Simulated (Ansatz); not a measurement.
## Na vacancy in Na$_{2}$S

Theory: Ansatz 0.2.0, DFT PBE, scalar-relativistic, plane waves, PAW. (420 eV cutoff, 2×2×2 k-mesh, shifted by half a step, Gaussian smearing of 0.01 eV, collinear spin)

Host crystal, relaxed:

```xyz
3
Lattice="0.0000 3.2836 3.2836 3.2836 0.0000 3.2836 3.2836 3.2836 0.0000" Properties=species:S:1:pos:R:3 pbc="T T T"
Na    1.6418    1.6418    1.6418
Na    4.9254    4.9254    4.9254
S     0.0000    0.0000    0.0000
```

Supercell of 48 atoms, rows in host cell vectors: 1 1 -3; 1 1 1; 1 -3 1. Atoms relax at the host's cell, keeping the symmetry that the supercell leaves at the site. The cell is small, so energies carry finite-size errors of tenths of an eV. The host's Kohn–Sham gap is 2.45 eV. Atoms are taken from and returned to the elements' standard states. Charged cells are corrected for image charges with the computed static dielectric tensor (mean 7.0) and aligned with the host's potential at far atoms (alignment terms reach 0.20 eV; the program doubts the alignment in some charges, where it is up to 0.20 eV). No band-filling term is added, and the Fermi level counts from the host's valence band top.

Starting moments were lost in some runs.

Defect: Na vacancy set at (0.250, 0.250, 0.250) of the host cell. Before relaxation its nearest neighbours are 4 S at 2.84 Å, 6 Na at 3.28 Å.

| charge | E_f at the valence band top (eV) | over the neutral state (eV) | moment (μB) | largest move (Å) | atoms near the site |
| --- | --- | --- | --- | --- | --- |
| +1 | 3.13 | 0.26 | 2.00 | 0.20 | 4 S at 3.02 Å, 6 Na at 3.08 Å |
| 0 | 2.88 | 0.00 | 1.00 | 0.21 | 4 S at 3.02 Å, 6 Na at 3.07 Å |
| -1 | 3.15 | 0.28 | 0.00 | 0.24 | 4 S at 3.02 Å, 6 Na at 3.04 Å |

Among the charges computed the stable one is 0 at the valence band top, changing to -1 at 0.28 eV. In charge +1 the extra carrier would gain by moving to a band edge of the host, so it isn't bound in the gap, though by less than the errors named above. In charge +1, 0 the cell has partly filled bands: a level of the defect may be part filled, the carrier may sit in the host's bands, or levels may cross between the k points, so transitions that involve it are doubtful.